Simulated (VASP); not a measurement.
As:

```
As
1.0
    -2.70368    0.00000   -2.70368
     0.00000   -2.70368   -2.70368
    -2.70368   -2.70368    0.00000
As
2
Direct
  0.27635 0.22714 0.25690
  0.72365 0.77286 0.74310
```

This isn't the form of As at room conditions, which is rhombohedral.

The cell isn't the ideal one: all atoms moved at random.

Base run:

```yaml
Program: VASP 6.6.1
Functional: HSE(alpha, omega)
Potentials_or_basis: VASP PAW PBE potentials, release 64 (As)
Cutoff: 520 eV
k_mesh: 5 × 5 × 5
Occupations: fermi-dirac, width 0.05 eV
Spin: no spin polarisation
```

Its results: band gap on the k mesh 0.24 eV, indirect (least direct gap 0.47 eV); pressure 0.4 GPa; largest force 1.028 eV/Å.

Problem. The run is repeated on the same cell with these changes: screening parameter from 0.15 to 0.6. What comes out?

Solution. Band gap on the k mesh 0.18 eV, indirect (least direct gap 0.34 eV); pressure 2.4 GPa; largest force 0.803 eV/Å.

Caveats: the PAW data sets were made with another functional, which shifts forces and pressure a little; an odd mesh through Γ misses points on the zone boundary, where band edges often lie.
